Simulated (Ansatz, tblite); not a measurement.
# SrO with GFN2-xTB from a Python script

These are simulated results from tblite 0.8.0, not measurements. The cell was built from a prototype and was relaxed with r2SCAN in plane waves (Ansatz 0.2.0). Not every such cell is a known phase. All runs are without spin polarisation.

It is cubic, Pm-3m (No. 221); conventional cell a = 3.103 Å, 14.94 Å³ an atom. Sr is surrounded by 8 O at 2.69 Å; O is surrounded by 8 Sr at 2.69 Å.

tblite solves periodic systems at the zone centre alone, so the script builds a cluster of 3×3×3 conventional cells (54 atoms), which folds in a coarse mesh of k points.

The script, run.py:

```python
import json
from ase import Atoms
from ase.build import make_supercell
from ase.units import Bohr, GPa, Hartree
from tblite.interface import Calculator

atoms = Atoms(['Sr', 'O'],
              cell=[[3.102865, -0.0, -0.0], [-0.0, 3.102865, -0.0], [0.0, -0.0, 3.102865]],
              scaled_positions=[[-0.0, 0.0, 0.0], [0.5, 0.5, 0.5]],
              pbc=True)
cluster = make_supercell(atoms, [[3, 0, 0], [0, 3, 0], [0, 0, 3]])
calc = Calculator('GFN2-xTB', cluster.numbers, cluster.positions / Bohr, lattice=cluster.cell[:] / Bohr, periodic=cluster.pbc)
calc.set('temperature', 0.02 / Hartree)
calc.set('max-iter', 150)
res = calc.singlepoint()
levels = res.get('orbital-energies') * Hartree
nv = round(res.get('orbital-occupations').sum() / 2)
cells = len(cluster) // len(atoms)
out = {'energy_per_cell': res.get('energy') * Hartree / cells, 'homo': levels[nv - 1], 'lumo': levels[nv],
       'stress': (-res.get('virial') * Hartree / cluster.get_volume() / GPa).tolist(), 'charges': res.get('charges')[:len(atoms)].tolist(), 'electrons': 2 * nv / cells}
json.dump(out, open('results.json', 'w'))
for key, value in out.items():
    print(key, value)
```

Command: `python run.py`. It took 6.2 s on 1 thread of Arm Neoverse V1, with other jobs on the host, peak memory 0.11 GiB.

Output:

```
------------------------------------------------------------
  cycle        total energy    energy error   density error
------------------------------------------------------------
      1     -107.4743579607  -1.0834909E+02   5.4766025E-01
      2     -122.8102376361  -1.5335880E+01   1.8366053E-01
      3     -123.7899953371  -9.7975770E-01   3.5455296E-02
      4     -123.8046106214  -1.4615284E-02   2.2914067E-02
      5     -123.7840220719   2.0588549E-02   2.2379801E-02
      6     -123.7759374030   8.0846689E-03   2.4247489E-02
      7     -123.8005070013  -2.4569598E-02   1.7663719E-02
      8     -123.8269502049  -2.6443204E-02   6.8235410E-04
      9     -123.8269758628  -2.5657826E-05   2.5262101E-04
     10     -123.8269789921  -3.1293258E-06   1.7950606E-04
     11     -123.8269800648  -1.0727028E-06   7.4532883E-05
     12     -123.8269795423   5.2252128E-07   1.0314254E-04
     13     -123.8269796312  -8.8881748E-08   9.7076380E-05
     14     -123.8269800929  -4.6175555E-07   6.1336211E-05
     15     -123.8269802455  -1.5253977E-07   4.2891014E-05
     16     -123.8269803733  -1.2787424E-07   1.2647739E-05
------------------------------------------------------------

 total:                                   5.559 sec
energy_per_cell -124.79643567297946
homo -12.656917675690032
lumo -12.656917675672698
stress [[4.332469092276745, -1.988663287812358e-06, -1.988660842927722e-06], [-1.9886632872687433e-06, 4.332469092277331, -1.988662120355818e-06], [-1.988660842821898e-06, -1.9886621203960653e-06, 4.33246909227926]]
charges [0.5235781221096164, -0.5235905783094921]
electrons 8.0
```

The cycle table is in hartree for the whole cluster, and the lines after it are in eV (the energy for one cell). The printed stress is in GPa and positive in compression, and the pressure is its mean diagonal.

GFN2-xTB gives no gap at the points read. On the same cell, plane-wave PBE (Ansatz, 8×8×8 k points and the special points) gives a gap of 2.80 eV and r2SCAN a gap of 3.31 eV; on shared hosts these took about 1.3 and 2.9 core-seconds on the 2-atom cell, against 6.2 for the script. Semilocal gaps usually lie below measured ones. This method closes a gap that PBE finds, a failure in kind.

The same script was run on cells scaled at fixed shape and fractional coordinates:

| volume (Å³/atom) | energy (meV/atom) | pressure (GPa, positive in compression) | gap (eV) |
| --- | --- | --- | --- |
| 13.14 | 151.8 | 25.50 | 0.11 |
| 14.04 | 47.0 | 12.97 | 0.00 |
| 14.94 | 0.0 | 4.33 | 0.00 |
| 15.83 | -7.8 | -1.20 | 0.00 |
| 16.73 | 8.9 | -4.60 | 0.00 |

A Birch-Murnaghan fit puts the minimum at 15.62 Å³/atom, 4.6 % above the given cell, with a bulk modulus of 85.3 GPa at fixed shape.

xTB was fitted mostly to molecules, and a small cluster samples few k points, so gaps, pressures and kinks along a curve can be far from a solid's.
